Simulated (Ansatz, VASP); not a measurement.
Al2Pt in VASP and in Ansatz

INCAR

```
PREC = Accurate
ENCUT = 520
EDIFF = 1E-6
ISMEAR = -1
SIGMA = 0.05
LREAL = False
LASPH = True
NELM = 80
ALGO = Normal
ISIF = 2
LWAVE = False
LCHARG = True
GGA = CA
LELF = True
LVHAR = True
NBANDS = 15
```

Contents of KPOINTS:

```
regular mesh
0
Gamma
  8 8 8
```

Contents of POSCAR:

```
Al2Pt
1.0
    0.0000000000      2.9150626719      2.9150626719
    2.9150626719      0.0000000000      2.9150626719
    2.9150626719      2.9150626719      0.0000000000
Pt Al
1 2
Direct
    0.0000000000      0.0000000000      0.0000000000
    0.7500000000      0.7500000000      0.7500000000
    0.2500000000      0.2500000000      0.2500000000
```

input.yaml

```yaml
crystal:
  lattice:
    - [0.0, 2.9150626719, 2.9150626719]
    - [2.9150626719, 0.0, 2.9150626719]
    - [2.9150626719, 2.9150626719, 0.0]
  atoms:
    - { symbol: Pt, position: [0.0, 0.0, 0.0] }
    - { symbol: Al, position: [0.75, 0.75, 0.75] }
    - { symbol: Al, position: [0.25, 0.25, 0.25] }
hamiltonian:
  xc: lda
  pseudopotentials: { kind: paw }
kpoints:
  mp_grid: { grid: [8, 8, 8] }
scf:
  occupations: { method: fermi_dirac, width: 0.05 }
output:
  forces: true
  stress: true
  eigenvalues: true
  write_density: true
  write_potential: true
  elf: true
  volumetric_format: npy
```

Alike in both runs: task single point; functional LDA; k mesh 8 × 8 × 8; occupations fermi-dirac, width 0.05 eV; no spin polarisation.

```csv
,VASP,Ansatz
version,VASP 6.6.1,Ansatz 0.2.0
potentials or method,"VASP PAW LDA potentials, release 64 (Pt, Al)",Ansatz PAW
plane-wave cutoff (eV),520,420
valence electrons in the cell,16,24
```

|  | VASP | Ansatz | Ansatz less VASP |
| --- | --- | --- | --- |
| gap on the k mesh at the Fermi level (eV) | none | none | - |
| pressure (GPa) | 2.2 | 1.8 | -0.42 |

A gap of «none» marks a metal or a gap that the smearing closes. The two sets of potentials don't hold the same shells in valence.

Caveats: the PAW data sets come from PBE, with cores solved anew for the run's functional, which leaves a small shift of forces and pressure (Ansatz). The runs have no spin-orbit coupling, so splittings on Pt are missing.
